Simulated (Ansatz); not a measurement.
## Pressure coefficients of ZnS

```cif
data_structure
_symmetry_space_group_name_H-M 'F-43m'
_symmetry_Int_Tables_number 216
_cell_length_a 5.4093
_cell_length_b 5.4093
_cell_length_c 5.4093
_cell_angle_alpha 90.000
_cell_angle_beta 90.000
_cell_angle_gamma 90.000
_cell_volume 158.28
loop_
_atom_site_label
_atom_site_type_symbol
_atom_site_symmetry_multiplicity
_atom_site_Wyckoff_symbol
_atom_site_fract_x
_atom_site_fract_y
_atom_site_fract_z
_atom_site_occupancy
Zn1 Zn 4 a 0.00000 0.00000 0.00000 1
S1 S 4 c 0.25000 0.25000 0.25000 1
```

The runs use the primitive cell with vectors (0.000, 2.705, 2.705), (2.705, 0.000, 2.705), (2.705, 2.705, 0.000) Å, to which the k mesh refers.

The cell is COD entry 9000107, as deposited and not checked against the literature; nothing was relaxed.

Method: Ansatz 0.2.0, DFT, PBEsol, all-electron LAPW, scalar-relativistic.

The runs use a Γ-centred 8×8×8 k mesh, Fermi–Dirac smearing of 0.01 eV, basis error target 0.25 meV/atom, no spin polarisation.

The cell is scaled evenly with fractional coordinates held. Semilocal gaps are too small, but their slopes carry over better.

```csv
V/V(cell),P (GPa),gap on the k mesh (eV)
0.9500,1.81,2.184
0.9600,0.92,2.138
0.9750,-0.32,2.071
0.9800,-0.71,2.049
0.9900,-1.46,2.006
1.0000,-2.17,1.963
1.0100,-2.84,1.921
1.0200,-3.48,1.880
1.0250,-3.78,1.859
1.0400,-4.64,1.799
1.0500,-5.18,1.759
1.0600,-5.69,1.720
```

(1) From the rows at 0.9900 and 1.0100, what is the bulk modulus at the cell's volume?

(2) What are the gap's volume deformation potential and pressure coefficient?

(3) Predict the row at V/V(cell) = 0.9400. How far is a linear estimate of P off?

## Answers

(1) B = −ΔP/Δln V = −[(-2.84) − (-1.46)]/0.02000 = 69.0 GPa. This is the modulus at -2.17 GPa, not at zero pressure.

(2) dEg/dln V = (1.921 − 2.006)/0.02000 = -4.25 eV, and dEg/dP = −(dEg/dln V)/B = 62 meV/GPa: pressure widens the gap.

(3) P = 2.75 GPa, gap 2.230 eV. The linear estimate P(cell) − B ln(V/V(cell)) = 2.10 GPa misses by 0.65 GPa, since the modulus grows under compression.
